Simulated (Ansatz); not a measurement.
# BN: the cost of one run

Method: DFT PBE+D3(BJ), scalar-relativistic, plane waves, PAW, in Ansatz 0.2.0.

2 further runs of the same task are left out: 1 that didn't finish, 1 set aside as unsound or not needed.

## (1) The starting structure

Symmetry: R3m, No. 160, trigonal system. Conventional cell: a = 2.506 Å, b = 2.506 Å, c = 9.887 Å, α = 90.00°, β = 90.00°, γ = 120.00°. B (site symmetry 3m) is surrounded by 3 N at 1.45 Å. Around N (site symmetry 3m) lie 3 B at 1.45 Å.

Coordinates:

```cif
data_structure
_symmetry_space_group_name_H-M 'R3m:H'
_symmetry_Int_Tables_number 160
_cell_length_a 2.5056
_cell_length_b 2.5056
_cell_length_c 9.8867
_cell_angle_alpha 90.000
_cell_angle_beta 90.000
_cell_angle_gamma 120.000
_cell_volume 53.75
loop_
_atom_site_label
_atom_site_type_symbol
_atom_site_symmetry_multiplicity
_atom_site_Wyckoff_symbol
_atom_site_fract_x
_atom_site_fract_y
_atom_site_fract_z
_atom_site_occupancy
B1 B 3 a 0.00000 0.00000 0.00031 1
N1 N 3 a 0.66667 0.33333 0.00060 1
```

It goes back to an entry of the Materials Project, which need not be the stable form.

This cell was relaxed beforehand with the same method: volume 8.96 Å³/atom, gap on the mesh 4.24 eV.

## (2) The scan

The energy is mapped over two homogeneous strains; x, y and z are the crystal's own axes (z along the conventional c), which in the input's Cartesian frame point along (-0.50, 0.87, 0.00), (0.87, 0.50, 0.00), (0.00, 0.00, -1.00).

The axes are (1) engineering shear strain xz: 7 values from −22.0 %; (2) engineering shear strain yz: 7 values from −22.0 %.

Nothing else is relaxed (fractional coordinates fixed). Energies count from the relaxed crystal. Points are written as (first, second).

## (3) Grid point (−14.7 %, −22.0 %)

Contents of input.yaml:

```yaml
crystal:
  lattice:
    - [1.4458944962, 1.1139123773, 3.4546867303]
    - [-1.0597355646, 1.1139123773, 3.3078873914]
    - [0.1930794658, -1.0560269078, 3.1240994265]
  atoms:
    - { symbol: B, position: [0.9996948958, 0.9996948958, 0.9996948958] }
    - { symbol: "N", position: [0.3327381042, 0.3327381042, 0.3327381042] }
basis:
  ecutwfc: 520.0
kpoints:
  mp_grid: { grid: [12, 12, 12] }
hamiltonian:
  xc: pbe
  pseudopotentials: { kind: paw, azcp: { folder: soft_1 } }
  dispersion: d3bj
scf:
  occupations: { method: gaussian, width: 0.05 }
output:
  forces: true
  stress: true
  eigenvalues: true
```

Started as:

```console
> ansatz run input.yaml --threads 1 --pin off --max-ram 2048MiB --backend cpu --events-out ev --progress --plain --runs-dir out
```

**Question.** How long does this run take on 1 thread of Intel Xeon Platinum 8375C at 2.90GHz (Ice Lake), shared host, and how much memory does it need?

About 14 s, with a peak of 0.58 GiB.
